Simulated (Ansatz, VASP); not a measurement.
Two plane-wave programs on BP

Contents of INCAR:

```
ALGO = Normal
EDIFF = 1E-7
ENCUT = 520
GGA = PS
ISIF = 2
ISMEAR = 0
LASPH = True
LCHARG = False
LREAL = False
LWAVE = False
NBANDS = 11
NELM = 80
PREC = Accurate
SIGMA = 0.02
```

File KPOINTS:

```
k-points
0
Gamma
  10 10 10
```

File POSCAR:

```
BP
1.0
    0.0000000000      2.2513375631      2.2513375631
    2.2513375631      0.0000000000      2.2513375631
    2.2513375631      2.2513375631      0.0000000000
B P
1 1
Direct
    0.0000000000      0.0000000000      0.0000000000
    0.2500000000      0.2500000000      0.2500000000
```

Input for Ansatz:

```yaml
crystal:
  lattice:
    - [0.0, 2.2513375631, 2.2513375631]
    - [2.2513375631, 0.0, 2.2513375631]
    - [2.2513375631, 2.2513375631, 0.0]
  atoms:
    - { symbol: B, position: [0.0, 0.0, 0.0] }
    - { symbol: P, position: [0.25, 0.25, 0.25] }
basis:
  ecutwfc: 420
kpoints:
  mp_grid: { grid: [10, 10, 10] }
  band_path: { path: [VBM, CBM], npoints: 2 }
hamiltonian:
  xc: pbesol
scf:
  occupations: { method: gaussian, width: 0.02 }
output:
  forces: true
  stress: true
  eigenvalues: true
checkpoint:
  read: start.run
  write: ck
  compress: false
  write_wavefunctions: false
  write_every: 100000
```

Alike in both runs: task single point; functional PBEsol; k mesh 10 × 10 × 10; occupations gaussian, width 0.02 eV; no spin polarisation.

|  | VASP | Ansatz |
| --- | --- | --- |
| version | VASP 6.6.1 | Ansatz 0.2.0 |
| potentials or method | VASP PAW PBE potentials, release 64 (B, P) | scalar-relativistic, plane waves, PAW |
| plane-wave cutoff (eV) | 520 | 420 |
| valence electrons in the cell | 8 | 8 |

|  | VASP | Ansatz | Ansatz less VASP |
| --- | --- | --- | --- |
| gap on the k mesh at the Fermi level (eV) | 1.10 | 1.10 | +0.004 |
| least direct gap on the mesh (eV) | 3.39 | 3.40 | +0.006 |
| pressure (GPa) | 2.1 | 2.0 | -0.10 |

The functional is the same, so the differences come from potentials, cutoffs and numerics.

Caveats: the PAW data sets were made with another functional, which shifts forces and pressure a little (VASP). PBEsol gaps usually lie below the measured ones, often by a third to a half. A k mesh can miss the band edges.
